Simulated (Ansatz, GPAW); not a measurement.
# Ballistic transport through a C6 chain between two Ga chains, from relaxation to T(E), part 2 of 3

Wanted: T(E) of a C6 chain between two Ga chains at a relaxed geometry in two programs, beside the unrelaxed structure.

GPAW 26.7.0 and Ansatz 0.2.0; Ansatz plane waves; relaxation of the junction with the lead ends held (the session's first sound run).

So far, open channels of the lead at the Fermi level (one spin): step 3 (plane-wave reference (PBE)) 3.

### Step 4. Double-zeta polarised basis

The script solves lead and junction separately, takes H and S in the orbital basis, and joins semi-infinite leads through their self-energies; the dzp basis is the working standard.

This step: GPAW LCAO, PAW setups; Landauer transmission from Green's functions with principal layers (ASE), zero bias (GPAW 26.7.0).

Input file run.py:

```python
import json
import numpy as np
from ase import Atoms
from ase.transport.calculators import TransportCalculator
from gpaw import GPAW, FermiDirac
from gpaw.lcao.tools import get_lcao_hamiltonian
from scipy.linalg import eigh

# The junction with lead layers at both ends, along the third cell vector
device = Atoms(
    ['Ga', 'Ga', 'Ga', 'Ga', 'Ga', 'Ga', 'C', 'C', 'C', 'C', 'C', 'C', 'Ga', 'Ga', 'Ga', 'Ga', 'Ga', 'Ga'],
    positions=[
        [4.50000, 4.50000, 1.27500],
        [4.50000, 4.50000, 3.82500],
        [4.50000, 4.50000, 6.37500],
        [4.50000, 4.50000, 8.92500],
        [4.51653, 3.33745, 11.42163],
        [4.55731, 4.52175, 13.92230],
        [4.56787, 4.08844, 15.83986],
        [4.58055, 4.12756, 17.09198],
        [4.59413, 4.13551, 18.43429],
        [4.60779, 4.14031, 19.68086],
        [4.62372, 4.14559, 21.02316],
        [4.65514, 4.12342, 22.27550],
        [4.41867, 4.50680, 24.18995],
        [5.12205, 3.52696, 26.68686],
        [4.50000, 4.50000, 29.19180],
        [4.50000, 4.50000, 31.74180],
        [4.50000, 4.50000, 34.29180],
        [4.50000, 4.50000, 36.84180]],
    cell=[[9.0, 0.0, 0.0], [0.0, 9.0, 0.0], [0.0, 0.0, 38.1168]],
    pbc=True)

# One principal layer of the lead: the first 3 atoms of the device
lead = Atoms(
    ['Ga', 'Ga', 'Ga'],
    positions=[
        [4.50000, 4.50000, 1.27500],
        [4.50000, 4.50000, 3.82500],
        [4.50000, 4.50000, 6.37500]],
    cell=[[9.0, 0.0, 0.0], [0.0, 9.0, 0.0], [0.0, 0.0, 7.65]],
    pbc=True)

settings = dict(mode='lcao', basis='dzp', xc='PBE', h=0.2,
                occupations=FermiDirac(0.1), maxiter=250,
                mixer=dict(beta=0.1, nmaxold=8, weight=100.0),
                convergence=dict(density=0.0001))
energies = np.arange(-2, 2 + 1e-9, 0.025)
eta = 0.0001
n1, n2 = 1, 1
# k and -k transmit alike, so half of the mesh across the current serves
mesh = [(i, j) for i in range(n1) for j in range(n2) if (i, j) <= (-i % n1, -j % n2)]
weights = np.array([1 if (i, j) == (-i % n1, -j % n2) else 2 for i, j in mesh]) / (n1 * n2)

# [... helper functions left out ...]
fermi_lead = ground_state(lead, (1, 1, 15), 'lead.txt')
fermi_device = ground_state(device, (1, 1, 2), 'device.txt')
# [... loop over the mesh left out, but for ...]
        # Shift the lead onto the potential of the device's first layer
        shift = ((H[:, 0, 0] - H0[:, 0, 0]) / S0[0, 0]).real.mean()
# [...]
kT = 8.617333e-5 * 300
bias = [0.1, 0.2, 0.5, 1.0, 1.5, 2.0]
# [... integrals and printing left out ...]
```

Command:

```
OMP_NUM_THREADS=1 OPENBLAS_NUM_THREADS=1 python run.py
```

The job ended after 89 s (1 thread of Intel Xeon 6975P-C (Granite Rapids), shared host; peak memory 1.2 GiB).

This step gave:

```yaml
conductance: 0.3854 G₀
thermopower: -34.28 μV/K
largest_coupling_past_the_next_principal_layer: 6.03e-5 eV
largest_misfit_of_the_first_principal_layer: 0.03673 eV
shift_that_aligns_the_lead: -0.01745 eV
basis_functions_of_the_junction: 234
basis_functions_of_a_principal_layer: 39
transmission_at_the_fermi_level_one_spin: 0.3809
```

One spin. The transmission, zone mean by energy, zero at the Fermi level:

energy (eV), transmission, zone mean and a bar:
```
   -2.000       0.73 ###########
   -1.975       0.92 ##############
   -1.925       0.43 ######
   -1.800       0.12 ##
   -1.600       0.03 
   -1.400       0.01 
   -1.200       0.01 
   -1.000       0.00 
   -0.800       0.00 
   -0.600       0.01 
   -0.400       0.01 
   -0.200       0.08 #
    0.000       0.38 ######
    0.200       0.88 #############
    0.400       1.54 #######################
    0.600       1.85 ############################
    0.800       1.95 ##############################
    1.000       1.98 ##############################
    1.200       1.95 ##############################
    1.400       1.91 #############################
    1.600       1.85 ############################
    1.800       1.76 ###########################
    2.000       1.71 ##########################
```

Crossings of the lead's bands, unfolded to its shortest repeat. The open channels, zone mean by energy, zero at the Fermi level:

energy (eV), open channels, zone mean and a bar:
```
   -2.000       1.00 ##########
   -1.900       1.00 ##########
   -1.800       1.00 ##########
   -1.700       1.00 ##########
   -1.600       1.00 ##########
   -1.500       0.00 
   -1.400       1.00 ##########
   -1.300       1.00 ##########
   -1.200       1.00 ##########
   -1.100       1.00 ##########
   -1.000       1.00 ##########
   -0.900       1.00 ##########
   -0.800       1.00 ##########
   -0.700       1.00 ##########
   -0.600       1.00 ##########
   -0.500       1.00 ##########
   -0.400       1.00 ##########
   -0.300       1.00 ##########
   -0.200       3.00 ##############################
   -0.100       3.00 ##############################
    0.000       3.00 ##############################
    0.100       3.00 ##############################
    0.200       3.00 ##############################
    0.300       3.00 ##############################
    0.400       3.00 ##############################
    0.500       3.00 ##############################
    0.600       3.00 ##############################
    0.700       3.00 ##############################
    0.800       3.00 ##############################
    0.900       3.00 ##############################
    1.000       3.00 ##############################
    1.100       3.00 ##############################
    1.200       3.00 ##############################
    1.300       3.00 ##############################
    1.400       3.00 ##############################
    1.500       3.00 ##############################
    1.600       3.00 ##############################
    1.700       3.00 ##############################
    1.800       3.00 ##############################
    1.900       3.00 ##############################
    2.000       3.00 ##############################
```

Not self-consistent under bias; the bias window is split evenly. The current through one cell, from the zero-bias transmission by bias:

```csv
bias (V),"current through one cell, from the zero-bias transmission (μA)"
0.100,3.00
0.200,6.09
0.500,16.9
1.000,45.1
1.500,81.2
2.000,119
```

Transmission of the three most open eigenchannels against energy, zero at the Fermi level:

```csv
energy (eV),channel 1,channel 2,channel 3
-2.000,0.731,0,0
-1.900,0.355,0,0
-1.800,0.118,0,0
-1.700,0.0522,0,0
-1.600,0.0292,0,0
-1.500,6.1e-8,0,0
-1.400,0.00703,0,0
-1.300,0.00676,0,0
-1.200,0.00584,0,0
-1.100,0.00521,0,0
-1.000,0.00488,0,0
-0.900,0.00480,0,0
-0.800,0.00495,0,0
-0.700,0.00535,0,0
-0.600,0.00606,0,0
-0.500,0.00723,0,0
-0.400,0.00916,0,0
-0.300,0.0126,1.4e-10,0
-0.200,0.0533,0.0234,1.2e-7
-0.100,0.125,0.0956,2.8e-7
0.000,0.209,0.172,4.1e-7
0.100,0.300,0.284,5.3e-7
0.200,0.474,0.406,6.6e-7
0.300,0.706,0.537,8.1e-7
0.400,0.866,0.678,1.0e-6
0.500,0.932,0.807,1.3e-6
0.600,0.949,0.902,1.6e-6
0.700,0.963,0.954,2.2e-6
0.800,0.992,0.962,2.8e-6
0.900,0.998,0.976,3.8e-6
1.000,0.997,0.983,5.1e-6
1.100,0.997,0.977,6.8e-6
1.200,0.981,0.974,9.0e-6
1.300,0.981,0.949,1.2e-5
1.400,0.993,0.914,1.5e-5
1.500,0.998,0.887,1.8e-5
1.600,0.977,0.877,2.2e-5
1.700,0.923,0.888,2.4e-5
1.800,0.921,0.843,2.5e-5
1.900,0.962,0.768,2.5e-5
2.000,0.994,0.715,2.4e-5
```

At the Fermi level T is 0.381 against 0.350 in plane waves. Couplings past the next layer reach 6.0e-5 eV, small enough to drop; the matrix elements of the cell's first layer differ from the bulk lead's by up to 0.037 eV. That layer keeps its own values in the calculation, and only beyond it is the lead taken as perfect. The Fermi levels of lead and junction count from different zeros of potential, one for each periodic cell; with both set to zero, the small remaining shift is what aligns them. By hand: G = 0.3854 × 77.48 μS = 29.9 μS, a resistance of 33.5 kΩ; at 0.1 V a linear junction would pass 2.99 μA, and the integral over the bias window gives 3.00 μA. Mott's formula, S = -(π²/3)(k_B²T/e) d ln T/dE, has the prefactor 7.33 μV/K·eV at 300 K; T = 0.3391 at -0.025 eV and 0.4253 at 0.025 eV give a slope of 4.53 per eV and S = -33.2 μV/K, beside -34.3 μV/K from the thermal integral, which interpolates the same grid.

### Step 5. Single-zeta polarised basis

One radial function a shell plus polarisation makes the matrices smaller; the question is what that costs.

run.py, as its differences from that of step 4:

```diff
@@ -43,3 +43,3 @@
 
-settings = dict(mode='lcao', basis='dzp', xc='PBE', h=0.2,
+settings = dict(mode='lcao', basis='szp(dzp)', xc='PBE', h=0.2,
                 occupations=FermiDirac(0.1), maxiter=250,
```

Run time: 84 s. Hardware: 1 thread; peak memory 1.2 GiB.

This step gave:

| Quantity | Value |
| --- | --- |
| conductance | 0.3675 G₀ |
| thermopower | -38.93 μV/K |
| largest coupling past the next principal layer | 5.81e-5 eV |
| largest misfit of the first principal layer | 0.03941 eV |
| shift that aligns the lead | -0.01829 eV |
| basis functions of the junction | 162 |
| basis functions of a principal layer | 27 |
| transmission at the Fermi level (one spin) | 0.3607 |

One spin. Table of transmission, zone mean by energy, zero at the Fermi level:

```csv
energy (eV),"transmission, zone mean"
-2.000,0.161
-1.800,0.0351
-1.600,6.5e-10
-1.400,0.00137
-1.200,0.00272
-1.000,0.00300
-0.800,0.00357
-0.600,0.00490
-0.400,0.00806
-0.200,0.0567
0.000,0.361
0.200,0.969
0.400,1.78
0.600,1.98
0.650,1.99
0.800,1.96
1.000,1.86
1.200,1.76
1.400,1.72
1.600,1.76
1.800,1.78
2.000,1.81
```

The conductance, 0.367 G₀, lies 4.6 % below that of the dzp run.

### Step 6. Minimal basis

One function for each valence shell of the setup, as for a first survey of a large system.

run.py, as its differences from that of step 5:

```diff
@@ -43,3 +43,3 @@
 
-settings = dict(mode='lcao', basis='szp(dzp)', xc='PBE', h=0.2,
+settings = dict(mode='lcao', basis='sz(dzp)', xc='PBE', h=0.2,
                 occupations=FermiDirac(0.1), maxiter=250,
```

Wall time 53 s (1 thread); peak memory 1.1 GiB.

This step gave:

```yaml
conductance: 0.3372 G₀
thermopower: -39.72 μV/K
largest_coupling_past_the_next_principal_layer: 5.75e-5 eV
largest_misfit_of_the_first_principal_layer: 0.03825 eV
shift_that_aligns_the_lead: -0.01849 eV
basis_functions_of_the_junction: 72
basis_functions_of_a_principal_layer: 12
transmission_at_the_fermi_level_one_spin: 0.3308
```

The conductance, 0.337 G₀, lies 12 % below that of the dzp run.

### Step 7. RPBE in the dzp basis: xc = "RPBE"

Back in the dzp basis, the functional changes from PBE to RPBE, to set the spread between functionals beside that between bases.

run.py, as its differences from that of step 6:

```diff
@@ -43,3 +43,3 @@
 
-settings = dict(mode='lcao', basis='sz(dzp)', xc='PBE', h=0.2,
+settings = dict(mode='lcao', basis='dzp', xc='RPBE', h=0.2,
                 occupations=FermiDirac(0.1), maxiter=250,
```

The job ended after 85 s (1 thread; peak memory 1.2 GiB).

Numbers from this step:

| Property | Result |
| --- | --- |
| conductance | 0.3762 G₀ |
| thermopower | -34.39 μV/K |
| largest coupling past the next principal layer | 6.04e-5 eV |
| largest misfit of the first principal layer | 0.03491 eV |
| shift that aligns the lead | -0.01759 eV |
| basis functions of the junction | 234 |
| basis functions of a principal layer | 39 |
| transmission at the Fermi level (one spin) | 0.3713 |

One spin. The transmission, zone mean by energy, zero at the Fermi level:

energy (eV), transmission, zone mean and a bar:
```
   -2.000       0.82 ############
   -1.975       0.94 ##############
   -1.900       0.29 ####
   -1.800       0.09 #
   -1.700       0.04 #
   -1.600       0.02 
   -1.500       0.01 
   -1.400       0.01 
   -1.300       0.01 
   -1.200       0.01 
   -1.100       0.01 
   -1.000       0.00 
   -0.900       0.00 
   -0.800       0.00 
   -0.700       0.01 
   -0.600       0.01 
   -0.500       0.01 
   -0.400       0.01 
   -0.300       0.01 
   -0.200       0.08 #
   -0.100       0.22 ###
    0.000       0.37 ######
    0.100       0.57 #########
    0.200       0.87 #############
    0.300       1.24 ###################
    0.400       1.51 #######################
    0.500       1.73 ##########################
    0.600       1.84 ############################
    0.700       1.91 #############################
    0.800       1.95 ##############################
    0.900       1.97 ##############################
    1.000       1.98 ##############################
    1.025       1.98 ##############################
    1.100       1.97 ##############################
    1.200       1.96 ##############################
    1.300       1.93 #############################
    1.400       1.91 #############################
    1.500       1.89 #############################
    1.600       1.85 ############################
    1.700       1.81 ###########################
    1.800       1.76 ###########################
    1.900       1.72 ##########################
    2.000       1.70 ##########################
```

The conductance, 0.376 G₀, lies 2.4 % below that of the dzp run.

### Step 8. The structure as built: geometry = "as built"

The dzp basis with PBE on the structure as first built shows what the relaxation was worth.

run.py, as its differences from that of step 7:

```diff
@@ -16,12 +16,12 @@
         [4.50000, 4.50000, 8.92500],
-        [4.51653, 3.33745, 11.42163],
-        [4.55731, 4.52175, 13.92230],
-        [4.56787, 4.08844, 15.83986],
-        [4.58055, 4.12756, 17.09198],
-        [4.59413, 4.13551, 18.43429],
-        [4.60779, 4.14031, 19.68086],
-        [4.62372, 4.14559, 21.02316],
-        [4.65514, 4.12342, 22.27550],
-        [4.41867, 4.50680, 24.18995],
-        [5.12205, 3.52696, 26.68686],
+        [4.50000, 4.50000, 11.47500],
+        [4.50000, 4.50000, 14.02500],
+        [4.50000, 4.50000, 15.87340],
+        [4.50000, 4.50000, 17.10340],
+        [4.50000, 4.50000, 18.44340],
+        [4.50000, 4.50000, 19.67340],
+        [4.50000, 4.50000, 21.01340],
+        [4.50000, 4.50000, 22.24340],
+        [4.50000, 4.50000, 24.09180],
+        [4.50000, 4.50000, 26.64180],
         [4.50000, 4.50000, 29.19180],
@@ -43,3 +43,3 @@
 
-settings = dict(mode='lcao', basis='dzp', xc='RPBE', h=0.2,
+settings = dict(mode='lcao', basis='dzp', xc='PBE', h=0.2,
                 occupations=FermiDirac(0.1), maxiter=250,
```

Elapsed: 66 s, on 1 thread; peak memory 1.2 GiB.

This step gave:

```yaml
conductance: 1.493 G₀
thermopower: -9.804 μV/K
largest_coupling_past_the_next_principal_layer: 6.03e-5 eV
largest_misfit_of_the_first_principal_layer: 0.01054 eV
shift_that_aligns_the_lead: 0.006090 eV
transmission_at_the_fermi_level_one_spin: 1.516
```

One spin. The transmission, zone mean by energy, zero at the Fermi level:

```csv
energy (eV),"transmission, zone mean"
-2.000,1.5e-5
-1.900,1.5e-5
-1.800,1.5e-5
-1.700,1.5e-5
-1.600,1.5e-5
-1.500,8.2e-6
-1.400,7.8e-6
-1.300,1.2e-5
-1.200,1.2e-5
-1.100,1.3e-5
-1.000,1.3e-5
-0.900,1.3e-5
-0.800,1.3e-5
-0.700,1.3e-5
-0.600,1.3e-5
-0.500,1.3e-5
-0.400,1.3e-5
-0.300,1.3e-5
-0.200,0.603
-0.100,1.21
0.000,1.52
0.100,1.62
0.200,1.66
0.300,1.71
0.400,1.78
0.500,1.85
0.600,1.91
0.700,1.95
0.800,1.98
0.900,1.99
1.000,2.00
1.100,1.99
1.200,1.99
1.300,1.98
1.400,1.98
1.500,1.97
1.600,1.97
1.700,1.97
1.800,1.97
1.900,1.98
2.000,1.98
```

The conductance, 1.49 G₀, lies 287 % above that of the dzp run.

### Step 9. The ladder

Times are wall times on the hardware named with each run. The runs compared:

```csv
no.,run,conductance (G₀),time,memory (GiB)
1,pw PBE,0.3546,85 s,3.9
2,dzp,0.3854,89 s,1.2
3,szp,0.3675,84 s,1.2
4,sz,0.3372,53 s,1.1
5,dzp RPBE,0.3762,85 s,1.2
6,asbuilt,1.493,66 s,1.2
```

### Step 10. Comparison

The curves are compared point by point over the common energies.

This step: comparison of transmission and cost over codes, levels and geometry (GPAW 26.7.0).

Ladder, by row:

```csv
step,code,T at the Fermi level (sum over the listed spins),conductance (G0),r.m.s. T(E) from the first,wall time (s),peak memory (GiB),threads
pw-pbe,Ansatz,0.35,0.3546,0,85.35,3.895,4
dzp,GPAW,0.3809,0.3854,0.06201,89.02,1.22,1
szp,GPAW,0.3607,0.3675,0.1504,84.45,1.19,1
sz,GPAW,0.3308,0.3372,0.1656,53.36,1.08,1
dzp-RPBE,GPAW,0.3713,0.3762,0.0584,85.36,1.22,1
asbuilt,GPAW,1.516,1.493,0.3841,65.86,1.22,1
```

Table of transmission, zone mean, sum over the listed spins by energy, zero at the Fermi level:

```csv
energy (eV),pw-pbe,dzp,szp,sz,dzp-RPBE,asbuilt
-2.0000,0.630,0.731,0.161,0.0148,0.824,1.5e-5
-1.7500,0.0845,0.0759,0.0231,1.5e-7,0.0599,1.5e-5
-1.5000,0,6.1e-8,6.7e-10,1.7e-4,0.0129,8.2e-6
-1.2500,0.00557,0.00627,0.00262,0.00155,0.00651,1.2e-5
-1.0000,0.00447,0.00488,0.00300,0.00198,0.00478,1.3e-5
-0.7500,0.00468,0.00511,0.00381,0.00284,0.00494,1.3e-5
-0.5000,0.00660,0.00723,0.00611,0.00503,0.00694,1.3e-5
-0.2500,0.0304,0.0320,0.0204,0.0186,0.0325,5.1e-5
0.0000,0.350,0.381,0.361,0.331,0.371,1.52
0.2500,0.985,1.06,1.21,1.15,1.05,1.68
0.5000,1.69,1.74,1.93,1.93,1.73,1.85
0.6250,1.84,1.87,1.99,1.98,1.86,1.92
0.6500,1.87,1.89,1.99,1.98,1.88,1.93
0.7500,1.93,1.94,1.97,1.96,1.93,1.97
1.0000,1.98,1.98,1.86,1.83,1.98,2.00
1.2500,1.94,1.94,1.74,1.70,1.94,1.99
1.5000,1.85,1.89,1.74,1.70,1.89,1.97
1.7500,1.68,1.79,1.78,1.76,1.78,1.97
2.0000,1.64,1.71,1.81,1.81,1.70,1.98
```

[end of part 2 of 3]

[Logs are printed without paths, hosts, clocks, repeated set-up lines and the standing remarks that a program may print on its own settings, such as how far it seeks lower states.]

[Hosts, paths, dates, database ids (printed as entryN), source tags and the programs' standing remarks are cut or masked in the printed files.]
